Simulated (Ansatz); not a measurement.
**CaSe: how the settings move a single-point run**

Question: which choices in the input matter for CaSe? The cell is built on a prototype (zincblende) and needn't be the phase found in nature.

Method: reference: DFT, PBE, plane waves, PAW, in Ansatz 0.2.0.

3 further runs of the same task are left out: 1 for a known fault of the program, 2 that didn't finish.

## Step 1: Starting point

The structure is cubic, space group F-43m (No. 216). Conventional cell: a = 6.559 Å, b = 6.559 Å, c = 6.559 Å, α = 90.00°, β = 90.00°, γ = 90.00°. Around Ca (site symmetry -43m) lie 4 Se at 2.84 Å. Se (site symmetry -43m) is surrounded by 4 Ca at 2.84 Å.

Coordinates:

```xyz
2
Lattice="0.0000 3.2796 3.2796 3.2796 0.0000 3.2796 3.2796 3.2796 0.0000" Properties=species:S:1:pos:R:3 pbc="T T T"
Ca    0.0000    0.0000    0.0000
Se    1.6398    1.6398    1.6398
```

## Step 2: Baseline

input.yaml reads:

```yaml
crystal:
  lattice:
    - [0.0, 3.2795613661, 3.2795613661]
    - [3.2795613661, 0.0, 3.2795613661]
    - [3.2795613661, 3.2795613661, 0.0]
  atoms:
    - { symbol: Ca, position: [0.0, 0.0, 0.0] }
    - { symbol: Se, position: [0.25, 0.25, 0.25] }
kpoints:
  mp_grid: { grid: [4, 4, 4] }
hamiltonian:
  xc: pbe
scf:
  occupations: { method: fixed }
  n_extra_bands: 4
output:
  forces: true
  stress: true
  eigenvalues: true
```

Run with:

```sh
$ ansatz run input.yaml --threads 4 --pin off --max-ram 3686MiB --backend cpu --events-out ev --progress --plain --runs-dir out
```

## Step 3: Variant: occupations.method methfessel_paxton, occupations.width 0.5

Edit input.yaml of step 2 so:

```diff
@@ -13,3 +13,3 @@
 scf:
-  occupations: { method: fixed }
+  occupations: { method: methfessel_paxton, width: 0.5 }
   n_extra_bands: 4
```

## Step 4: Variant: preconditioner none

Edit input.yaml of step 2 so:

```diff
@@ -15,2 +15,3 @@
   n_extra_bands: 4
+  mixing: { preconditioner: none }
 output:
```

## Step 5: Variant: mp_grid.shift [0, 0, 0.5]

Edit input.yaml of step 2 so:

```diff
@@ -9,3 +9,3 @@
 kpoints:
-  mp_grid: { grid: [4, 4, 4] }
+  mp_grid: { grid: [4, 4, 4], shift: [0, 0, 0.5] }
 hamiltonian:
```

## Step 6: Variant: dispersion d4

Edit input.yaml of step 2 so:

```diff
@@ -12,2 +12,3 @@
   xc: pbe
+  dispersion: d4
 scf:
```

## Step 7: Changed: symmetry.detect false

Edit input.yaml of step 2 so:

```diff
@@ -8,2 +8,3 @@
     - { symbol: Se, position: [0.25, 0.25, 0.25] }
+  symmetry: { detect: false }
 kpoints:
```

## Step 8: Changed: xc mr2scan

Edit input.yaml of step 2 so:

```diff
@@ -11,3 +11,3 @@
 hamiltonian:
-  xc: pbe
+  xc: mr2scan
 scf:
```

What does the calculation give? Wanted: for each run, ending; energy change; pressure; gap; force.

The runs gave:

```
                                                           run     ending                                     energy change  pressure (GPa)  gap (eV)  force (eV/Å)  cycles   time
                                                     reference  converged                                                 0             0.5      3.20          0.00       6  2.5 s
1: occupations.method methfessel_paxton, occupations.width 0.5  converged                                0.0 meV/atom (σ→0)             0.4      3.20          0.00       5  3.4 s
                                        2: preconditioner none  converged                                      0.0 meV/atom             0.5      3.20          0.00       6  3.3 s
                                  3: mp_grid.shift [0, 0, 0.5]  converged                                     -0.7 meV/atom             0.4      3.68          0.00       6  3.5 s
                                              4: dispersion d4  converged  -228.1 meV/atom (offset of the dispersion model)            -0.7      3.20          0.00       6  2.5 s
                                      5: symmetry.detect false  converged                                      0.0 meV/atom             0.5      3.20          0.00       6  4.8 s
                                                 6: xc mr2scan  converged                                    not comparable             0.0      3.70          0.00       6  5.9 s
```

Residual by cycle in the longest SCF loop of each run; runs are numbered as in the table. The quantity is the density residual dr2, in eV.

```
cycle  reference    run 1    run 2    run 3    run 4    run 5    run 6
    1    0.00115  0.00115  0.00115  0.00122  0.00115  0.00112   0.0282
    2     1.0e-4   9.6e-5   1.0e-4   1.2e-4   1.0e-4   1.1e-4  0.00187
    3     2.0e-5   1.9e-5   2.0e-5   2.2e-5   2.0e-5   2.1e-5   2.7e-4
    4     2.1e-6   2.0e-6   2.1e-6   2.4e-6   2.1e-6   2.0e-6   3.4e-5
    5     6.2e-8   6.2e-8   6.2e-8   7.1e-8   6.2e-8   6.1e-8   7.1e-7
    6     3.1e-9        -   3.1e-9   3.4e-9   3.1e-9   3.1e-9   9.3e-9
```

What this shows: Of the variants the dearest is «xc mr2scan» (5.9 s), the cheapest «dispersion d4» (2.5 s), on a shared host.
